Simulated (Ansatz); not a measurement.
A run of Ansatz 0.2.0 is set up as follows.

The input input.yaml:

```yaml
crystal:
  lattice:
    - [3.1976457435, 0.0, 0.0]
    - [-1.5988228718, 2.7692424462, 0.0]
    - [0.0, 0.0, 5.22870971]
  atoms:
    - { symbol: Co, position: [0.3333333333, 0.6666666667, 0.50336241], spin: 2.0 }
    - { symbol: Co, position: [0.0, 0.0, 0.00347414], spin: 2.0 }
    - { symbol: O, position: [0.3333333333, 0.6666666667, 0.8715556] }
    - { symbol: O, position: [0.0, 0.0, 0.37160885] }
kpoints:
  mp_grid: { grid: [10, 10, 5] }
  band_path:
    path:
      - [0.0, 0.0, 0.0]
      - [0.5, 0.0, 0.0]
      - [0.3333333333, 0.3333333333, 0.0]
      - [0.0, 0.0, 0.0]
      - [0.0, 0.0, 0.5]
      - [0.5, 0.0, 0.5]
      - [0.3333333333, 0.3333333333, 0.5]
      - [0.0, 0.0, 0.5]
    npoints: 12
scf:
  occupations: { method: fermi_dirac, width: 0.05 }
hamiltonian:
  xc: lda
  pseudopotentials: { kind: all_electron, lapw: { basis_error: 0.002 } }
magnetization:
  spin_polarized: true
output:
  forces: true
  stress: true
  eigenvalues: true
```

Potentials or basis: all-electron LAPW, scalar-relativistic.

Command:

```sh
$ ansatz run input.yaml --threads 4 --pin off --max-ram 12288MiB --backend cpu --events-out ev --progress --plain --runs-dir out
```

(1) Estimate the site moments.

(2) Estimate the pressure.

Results:

(1) Co +2.10, -2.10; O -0.15, +0.15 μB.

(2) -18.0 GPa.

Caveat: semilocal functionals often make such compounds metallic where correlation or magnetic order opens a gap, which also shifts bond lengths; the starting moments weren't kept.
